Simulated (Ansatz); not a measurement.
The system is SiNi.

```
CELL_PARAMETERS angstrom
2.94277 0.00000 0.00000
0.00000 3.28033 0.00000
0.00000 0.00000 4.67745
ATOMIC_POSITIONS crystal
Ni 0.50000 0.50000 0.34250
Ni 0.00000 0.00000 0.65750
Si 0.50000 0.50000 0.84314
Si 0.00000 0.00000 0.15686
```

The cell is a database's computed one.

Base run:

- Program: Ansatz 0.2.0
- Functional: LDA
- Potentials or basis: Ansatz PAW
- Cutoff: 420 eV (not typed: the program's choice for these potentials)
- k mesh: 9 × 8 × 6
- Occupations: fermi-dirac, width 0.05 eV
- Spin: collinear spin, ferromagnetic start
- Starting moments: [1.0, 1.0, 0.0, 0.0] μB

Its results: band gap on the k mesh none (metal or under the smearing width); pressure -4.9 GPa; net moment 0.00 μB per cell; largest force 0.243 eV/Å.

Problem. The run is repeated on the same cell with these changes: functional from LDA to PBE; potentials or basis from Ansatz PAW to Ansatz NC; cutoff from 420 eV (not typed: the program's choice for these potentials) to 1400 eV (not typed: the program's choice for these potentials). What comes out?

Solution. Band gap on the k mesh none (metal or under the smearing width); pressure 6.7 GPa; net moment 0.00 μB per cell; largest force 0.050 eV/Å.

Caveats: the starting moments weren't kept; the PAW data sets come from PBE, with cores solved anew for the run's functional, which leaves a small shift of forces and pressure (some runs).
